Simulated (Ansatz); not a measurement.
# PbS (Galena): equation of state with revPBE+D3(BJ)

Crystal: PbS (Galena).

```
Pb S
1.0
     0.00000    2.96575    2.96575
     2.96575    0.00000    2.96575
     2.96575    2.96575    0.00000
Pb S
1 1
Direct
  0.00000 0.00000 0.00000
  0.50000 0.50000 0.50000
```

| Property | Result |
| --- | --- |
| Program | Ansatz 0.2.0 |
| Task | equation of state |
| Functional | revPBE |
| Dispersion | D3(BJ) |
| Potentials or basis | Ansatz PAW |
| Cutoff | 420 eV |
| Density cutoff | 1680 eV |
| k mesh | 8 × 8 × 8 |
| Occupations | fermi-dirac, width 0.05 eV |
| Spin | no spin polarisation |

```json
{
 "Equilibrium volume": "25.90 Å³/atom",
 "Bulk modulus": "56 GPa",
 "Pressure derivative of the bulk modulus": "4.5"
}
```

Energy against volume, from the lowest point:
| volume (Å³/atom) | energy (meV/atom) |
| --- | --- |
| 24.521 | 14.00 |
| 25.042 | 5.07 |
| 25.564 | 0.54 |
| 26.086 | 0.00 |
| 26.607 | 3.03 |
| 27.129 | 9.26 |
| 27.651 | 18.30 |

All runs of the series together: 4.8 s on 2 threads of INTEL(R) XEON(R) PLATINUM 8581C CPU @ 2.10GHz (Emerald Rapids), on a shared host.

Caveat: the potentials were made for another functional, which shifts forces and pressure. The run has no spin-orbit coupling, so splittings on Pb are missing.
